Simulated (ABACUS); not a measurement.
## LiF (Griceite) under changes of volume

One of the cells (8.169 Å³/atom); the others are scaled copies at fixed shape and fractional positions:

```
CELL_PARAMETERS angstrom
0.00000 2.01400 2.01400
2.01400 0.00000 2.01400
2.01400 2.01400 0.00000
ATOMIC_POSITIONS crystal
F 0.50000 0.50000 0.50000
Li 0.00000 0.00000 0.00000
```

* Program: ABACUS 3.10.1
* Functional: rSCAN
* Potentials or basis: SG15 ONCV 1.2 PBE
* Cutoff: 1320 eV
* Density cutoff: 5279 eV
* Basis: plane waves
* k mesh: 7 × 7 × 7
* Occupations: fermi-dirac, width 0.05 eV
* Spin: no spin polarisation

| volume (Å³/atom) | energy over the lowest point (meV/atom) | pressure (GPa) | gap on the mesh (eV) |
| --- | --- | --- | --- |
| 7.679 | 0.00 | 0.1 | 10.66 |
| 7.842 | ? | ? | ? |
| 8.006 | 3.06 | -3.2 | 10.25 |
| 8.169 | 6.99 | -4.6 | 10.06 |
| 8.333 | 12.29 | -5.9 | 9.87 |
| 8.496 | 18.82 | -7.0 | 9.70 |
| 8.659 | 26.47 | -8.1 | 9.53 |

Problem. What does the run at 7.842 Å³/atom give?

Solution. Energy over the lowest point 0.68 meV/atom; pressure -1.6 GPa; gap on the mesh 10.45 eV.

Worked out: A Birch-Murnaghan fit of order 3 (a polynomial in V^(-2/3)) to the other rows has its minimum at 7.70 Å³/atom with B0 = V·E''(V) = 86 GPa and B' = 4.0. It gives 0.68 meV/atom at 7.842 Å³/atom, against the run's 0.68, and -dE/dV = -1.5 GPa, against -1.6. A straight line through the other rows of the gap, of slope -9.41 eV per unit of ln V (its deformation potential), gives 10.45 eV, against the run's 10.45.

Energies are extrapolated to zero smearing.

Caveats: the potentials were made for another functional, which shifts forces and pressure.
